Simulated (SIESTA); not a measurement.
Co under changes of volume

One of the cells (10.902 Å³/atom); the others are scaled copies at fixed shape and fractional positions:

```
CELL_PARAMETERS angstrom
2.48692 0.00000 0.00000
-1.24346 2.15374 0.00000
0.00000 0.00000 8.14180
ATOMIC_POSITIONS crystal
Co 0.66667 0.33333 0.75000
Co 0.00000 0.00000 0.50000
Co 0.33333 0.66667 0.25000
Co 0.00000 0.00000 0.00000
```

| Quantity | Value |
| --- | --- |
| Program | SIESTA 5.4.2 |
| Functional | PBEsol |
| Potentials or basis | PseudoDojo 0.4 standard (PBEsol files) |
| Basis | DZP (energy shift 0.003 Ry; two zetas on semicore shells) |
| Grid cutoff | 800 Ry |
| Energy shift | 0.003 Ry |
| k mesh | 12 × 12 × 4 |
| Occupations | fermi-dirac, width 0.05 eV |
| Spin | collinear spin, ferromagnetic start |
| Starting moments | [2.0, 2.0, 2.0, 2.0] μB |

```csv
volume (Å³/atom),energy over the lowest point (meV/atom),pressure (GPa),moment (μB per cell)
10.047,9.19,8.5,6.23
10.261,1.53,3.3,6.35
10.475,0.00,-1.0,6.48
10.902,?,?,?
11.116,31.34,-13.9,6.72
11.330,51.61,-16.6,6.78
```

Q: What does the run at 10.902 Å³/atom give?

A: Energy over the lowest point 14.98 meV/atom; pressure -10.4 GPa; moment 6.66 μB per cell.

Worked out: A Birch-Murnaghan fit of order 3 (a polynomial in V^(-2/3)) to the other rows has its minimum at 10.41 Å³/atom with B0 = V·E''(V) = 230 GPa and B' = 3.3 at fixed shape and positions, which overstates the stiffness. It gives 15.59 meV/atom at 10.902 Å³/atom, against the run's 14.98, and -dE/dV = -9.9 GPa, against -10.4. A parabola through the other rows of the moment, of slope 0.357 μB per Å³/atom there, gives 6.66 μB, against the run's 6.66.

Energies are extrapolated to zero smearing.

Caveats: short orbitals over semicore shells can move pressures by several GPa; the basis of atomic orbitals isn't converged, which shifts pressures, moduli and gaps.
